# One functional, two signs of error: a question on silicon

## The question

Lattice constants of crystals have been computed with the density functional BLYP and the dispersion correction D3, and set beside measured values. The last column gives the error, computed over measured, less one. Silicon's result is hidden.

Elemental and binary crystals computed with GPAW 26.7.0, using BLYP with the D3 dispersion correction, plane waves and Fermi-Dirac smearing of 0.05 eV. The computed lattice constant follows from the volume of lowest energy in a fit to seven volumes, 0.94 to 1.06 times that of the given cell. Only CoSi was run with spin polarisation.

| formula | space group | volume of the given cell (Å³/atom) | potentials or basis | wave cutoff (eV) | k-mesh | computed lattice constant (Å) | measured lattice constant (Å) | source | computed over measured, less one (%) |
| --- | --- | --- | --- | --- | --- | --- | --- | --- | --- |
| C | Fd-3m | 5.67 | PAW data sets made by gpaw setup for the functional | 800 | 10x10x10 | 3.585 | 3.567 | pmc:9553866 (2022) | 0.51 |
| Cu | Fm-3m | 11.81 | PAW data sets made by gpaw setup for the functional | 600 | 13x13x13 | 3.556 | 3.615 | arXiv:2311.10326 (2023) | -1.63 |
| Al | Fm-3m | 16.60 | PAW data sets made by gpaw setup for the functional | 600 | 11x11x11 | 4.035 | 4.0485 | pmc:10674580 (2023) | -0.34 |
| SiC | F-43m | 10.35 | PAW data sets made by gpaw setup for the functional | 800 | 10x10x10 | 4.396 | 4.3589 | pmc:6267454 (2018) | 0.84 |
| CoSi | P2_13 | 10.93 | PAW data sets made by gpaw setup for the functional | 600 | 4x4x4 | 4.421 | 4.4423 | arXiv:2303.13999 (2023) | -0.48 |
| BP | F-43m | 11.68 | PAW data sets made by gpaw setup for the functional | 800 | 10x10x10 | 4.559 | 4.538 | arXiv:1407.1677 (2014) | 0.47 |
| BAs | F-43m | 13.63 | PAW data sets made by gpaw setup for the functional | 800 | 8x8x8 | 4.827 | 4.77659 | arXiv:1906.04101 (2019) | 1.06 |
| ZnS | F-43m | 19.73 | PAW data sets made by gpaw setup for the functional | 600 | 7x7x7 | 5.391 | 5.407 | pmc:9697895 (2022) | -0.29 |
| Si | Fd-3m | 20.16 | PAW data sets made by gpaw setup for the functional | 600 | 8x8x8 | ? | ? | ? | ? |

(a) Four crystals come out too long and four too short. What decides the sign?

(b) Predict the error for silicon, with a range.

(c) Compare the prediction with the computed value, and say what it teaches about the reasoning in (a) and (b).

For each known crystal you may also use the bulk modulus and the D3 energy at several volumes, both from the same calculations.

## Model answer

### (a) Two opposing pushes

BLYP on its own usually makes bonds too long. It binds the atoms too weakly, which acts on the crystal like an outward pressure. D3 adds an attraction between every pair of atoms. Summed over each of these crystals, that attraction grows as the volume shrinks, so it acts like an inward pressure. The sign of the error depends on which push is stronger.

The inward push can be estimated. The slope of the D3 energy with volume is a pressure P, and the bulk modulus B measures how strongly the crystal resists compression. The volume shrinks by about the fraction P/B. A length shrinks by a third of that:

shortening of the lattice constant ≈ P/(3B)

Copper shows the size of the effect. Its D3 pressure is 19.7 GPa and its bulk modulus 165 GPa, so the shortening is 19.7/(3 × 165) ≈ 0.04, or 4%. The computed lattice constant is only 1.6% too short. Without D3 it would therefore be roughly 2% too long, as is usual for BLYP. This is a first-order estimate, and over so large a change the stiffness itself shifts, so only the rough size counts.

Boron arsenide is the opposite case. Its D3 pressure is 3.9 GPa and its bulk modulus 123 GPa, which gives a shortening of only about 1%. BLYP's stretch wins, and the crystal stays 1.1% too long. Aluminium feels almost the same D3 pressure but is much softer, so it shrinks by nearly 2% and ends up slightly too short.

The same comparison holds for all eight known crystals. Each of the four that are too short has a larger D3 shortening than any of the four that are too long. If the estimated shortening is taken away, all eight errors become positive, between about 0.9 and 2.3%. The split is only a first-order estimate, but it fits the known habit of BLYP.

Theory suggests why copper is hit hardest. Each atom has twelve close neighbours, nearer than the twelve in aluminium, and a polarisable d shell, so many strong pair attractions add up. D3 adds them up pair by pair, whereas in a real metal the mobile electrons screen part of the attraction.

The small negative errors deserve less trust than copper's. The measured values include thermal and zero-point expansion, which the calculation leaves out. Correcting for it would typically raise the errors by some tenths of a percent. That could turn aluminium's sign, and perhaps those of zinc sulfide and cobalt silicide. In cobalt silicide the atoms also kept their given relative positions in the cell, which adds a little to the doubt.

### (b) The forecast for silicon

Silicon is a tetrahedral crystal without a d metal, like diamond, SiC, BP and BAs. Zinc sulfide is tetrahedral too, but it contains a d metal and falls on the negative side, so the shape of the lattice alone is not a safe guide. The simplest forecast is the mean error of the four similar crystals. **Silicon should be too long by about 0.7%, with a range from +0.1 to +1.3%.** The width is a judgement, because four crystals are few, and each of them contains boron or carbon and is stiffer than silicon.

A second model draws a straight line of error against D3 shortening through all eight known crystals. For silicon it needs two assumed inputs. The D3 pressure is taken as the mean of the five known crystals without a d metal, about 4 GPa, and the bulk modulus as roughly 100 GPa, a recalled value. The line then gives an error of only +0.2%, because a soft crystal should yield more to D3.

There is also a suspicion to test. All the crystals that are too long were computed with a wave cutoff of 800 eV, and all those that are too short with 600 eV. Silicon was computed with 600 eV. If the cutoff set the sign, silicon should be too short, like the other 600 eV crystals, whose mean error is −0.7%.

### (c) The result

The withheld rows as computed:

| formula | space group | volume of the given cell (Å³/atom) | potentials or basis | wave cutoff (eV) | k-mesh | computed lattice constant (Å) | measured lattice constant (Å) | source | computed over measured, less one (%) |
| --- | --- | --- | --- | --- | --- | --- | --- | --- | --- |
| Si | Fd-3m | 20.16 | PAW data sets made by gpaw setup for the functional | 600 | 8x8x8 | 5.516 | 5.4307 | arXiv:2404.02748 (2024) | 1.56 |

Silicon comes out at 5.516 Å against a measured 5.431 Å, which is 1.6% too long. The forecast had the right sign but was too low by 0.8 percentage points, and the value lies outside the stated range. The straight line did worse, with a miss of 1.4 points.

The suspicion about the cutoff fails on this crystal, since silicon is too long at 600 eV. A separate check agrees. In the known crystals, the lattice constant at which the computed pressure vanishes differs from that of lowest energy by at most about 0.1%. An inadequate cutoff would tend to drive the two apart.

## Remarks on the reasoning

Silicon's own run, now open, shows a first fault. Its D3 pressure is only about 0.8 GPa, not the assumed 4 GPa, and its bulk modulus is 75 GPa, not 100 GPa. D3 therefore shortens the lattice constant by only 0.8/(3 × 75) ≈ 0.004, or 0.4%, where the straight line had assumed 1.3%. With the right shortening the line would have given about +0.9%, which removes half of its miss.

The D3 energy itself is not small in silicon. It is about 0.28 eV per atom, more than diamond's 0.18 eV. But it hardly changes with volume, and only the slope acts as a pressure. A likely reason is that D3 damps its attraction at bonding distances and adjusts its strength to the number of neighbours. Both effects act in every crystal, however, so this does not yet say why silicon has the lowest D3 pressure of all nine.

The second fault concerns softness. The straight line starts every crystal from the same error, the one expected with no D3 shortening, and the group mean ignores stiffness altogether. Yet an outward pressure moves a soft crystal further than a stiff one.

The known crystals already held a hint of this. With the D3 shortening removed, diamond, the stiffest of the four similar crystals, is about 0.9% too long. Boron arsenide, the softest, is about 2.1% too long. Using this difference would have raised the straight line's value for silicon. Outside this group the hint fails: aluminium, the softest of all eight, is only about 1.5% too long on the same reckoning, while copper, more than twice as stiff, is about 2.3% too long. So the outward push itself also differs from crystal to crystal.

Both faults show when silicon is set beside boron arsenide. Turning an error back into a pressure, 3B times the error as a fraction, gives the net outward push. It is 3 × 75 GPa × 0.0156 ≈ 3.5 GPa for silicon and 3 × 123 GPa × 0.0106 ≈ 3.9 GPa for boron arsenide. Adding back the D3 pressure leaves BLYP's own push, a little over 4 GPa in silicon and about 8 GPa in boron arsenide. So BLYP pushes silicon apart less hard, but silicon is softer and stretches almost as far, by about 1.9%. D3 then takes back only 0.4% in silicon, against 1.0% in boron arsenide. That leaves silicon with the largest positive error in the table.

The same split accounts for the miss of the main forecast. Compared with the average of the four crystals behind it, BLYP stretches silicon about 0.5 points more, and D3 shortens it about 0.3 points less. Together these make up the 0.8 points.

This explanation was found after the result was known, and the split between the two pushes is still a first-order estimate. Nothing here predicts how hard BLYP will push on a new crystal. The D3 part is easier to foresee, because its pressure needs only the D3 energy at two volumes, which costs almost nothing to compute. Guessing it from other crystals was the avoidable mistake.

For practical use, the lesson concerns corrections carried from one material to another. Taking 0.7% off silicon's computed lattice constant, because that suits the stiffer crystals on average, would leave about half of its error in place. Bonding type gave the right sign here, but the size of the error also depends on the stiffness and on how steeply the D3 energy changes with volume. The output below lists the D3 pressures and shortenings, the group mean of four crystals and the straight line through eight. Its silicon row still holds the inputs assumed for the forecast.

The analysis program printed:

```
D3 squeeze to first order (Si from guessed inputs):
   row  D3 pressure GPa  squeeze of a in %  error in %  error with squeeze removed in %
     C            4.732              0.387        0.51                            0.897
    Cu            19.69              3.968       -1.63                            2.338
    Al            3.846              1.807       -0.34                            1.467
   SiC            3.221              0.518        0.84                            1.358
  CoSi            12.95              1.894       -0.48                            1.414
    BP            4.019             0.8591        0.47                            1.329
   BAs            3.859              1.046        1.06                            2.106
   ZnS            5.407              2.229       -0.29                            1.939
    Si            3.935              1.325        1.56                            2.885
fit of err on 4 rows (cov == 1): constant 0.72 +/- 0.14; rms 0.243, worst BAs -0.34, leave-one-out rms 0.324
  rows outside the fit (model, value, miss): Cu 0.72, -1.63, 2.35; Al 0.72, -0.34, 1.06; CoSi 0.72, -0.48, 1.2; ZnS 0.72, -0.29, 1.01; Si 0.72, 1.56, -0.84
fit of err on 8 rows: constant 1.125 +/- 0.21, coefficient of squeeze -0.6973 +/- 0.11; rms 0.298, worst BAs -0.664, leave-one-out rms 0.363
  rows outside the fit (model, value, miss): Si 0.2013, 1.56, -1.36
lower end of the Si forecast in %: 0.12
upper end of the Si forecast in %: 1.32
mean error of the four known 600 eV rows in %: -0.685
spread of known errors, largest less smallest, in points: 2.69
the same spread with the squeeze removed, in points: 1.441
correlation of error and squeeze over known rows: -0.9316
largest mismatch of zero-pressure and minimum-energy lattice constant in %: 0.1023
computed lattice constant of Si in A: 5.516
measured lattice constant of Si in A: 5.431
```
